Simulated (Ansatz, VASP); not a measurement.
GaP: VASP beside Ansatz

INCAR

```
SYSTEM = GaP
PREC = Accurate
ENCUT = 520
EDIFF = 1E-7
ISMEAR = 0
SIGMA = 0.05
LREAL = .False.
LASPH = .True.
NELM = 80
ALGO = Normal
ISIF = 2
LWAVE = .False.
LCHARG = .False.
GGA = PS
NBANDS = 16
```

File KPOINTS:

```
Automatic mesh
0
Gamma
  10 10 10
  0 0 0
```

POSCAR

```
GaP
1.0
    0.0000000000      2.6924524675      2.6214121970
    2.6214121970      0.0000000000      2.6214121970
    2.6214121970      2.6924524675      0.0000000000
Ga P
1 1
Direct
    0.0000000000      0.0000000000      0.0000000000
    0.7500000000      0.7500000000      0.7500000000
```

Input for Ansatz:

```yaml
crystal:
  lattice:
    - [0.0, 2.6924524675, 2.621412197]
    - [2.621412197, 0.0, 2.621412197]
    - [2.621412197, 2.6924524675, 0.0]
  atoms:
    - { symbol: Ga, position: [0.0, 0.0, 0.0] }
    - { symbol: P, position: [0.75, 0.75, 0.75] }
basis:
  ecutwfc: 420
kpoints:
  mp_grid: { grid: [10, 10, 10] }
hamiltonian:
  xc: pbesol
  pseudopotentials: { kind: paw, azcp: { folder: soft_1 } }
scf:
  occupations: { method: gaussian, width: 0.05 }
output:
  forces: true
  stress: true
  eigenvalues: true
```

Alike in both runs: task single point; functional PBEsol; k mesh 10 × 10 × 10; occupations gaussian, width 0.05 eV; no spin polarisation.

|  | VASP | Ansatz |
| --- | --- | --- |
| version | VASP 6.6.1 | Ansatz 0.2.0 |
| potentials or method | VASP PAW PBE potentials, release 64 (Ga_d, P) | scalar-relativistic, plane waves, PAW |
| plane-wave cutoff (eV) | 520 | 420 |
| valence electrons in the cell | 18 | 18 |

VASP gave:

- gap on the k mesh at the Fermi level (eV): 1.18
- least direct gap on the mesh (eV): 2.44
- pressure (GPa): 8.3
- largest component of the traceless stress (GPa): 1.40

**Question.** What did Ansatz give for the same quantities?

**Answer.** gap on the k mesh at the Fermi level (eV): 1.18; least direct gap on the mesh (eV): 2.43; pressure (GPa): 8.5; largest component of the traceless stress (GPa): 1.39.

Ansatz warned: «pseudo_functional_mismatch».

Caveats: the PAW data sets were made with another functional, which shifts forces and pressure a little (VASP). A k mesh can miss the band edges.
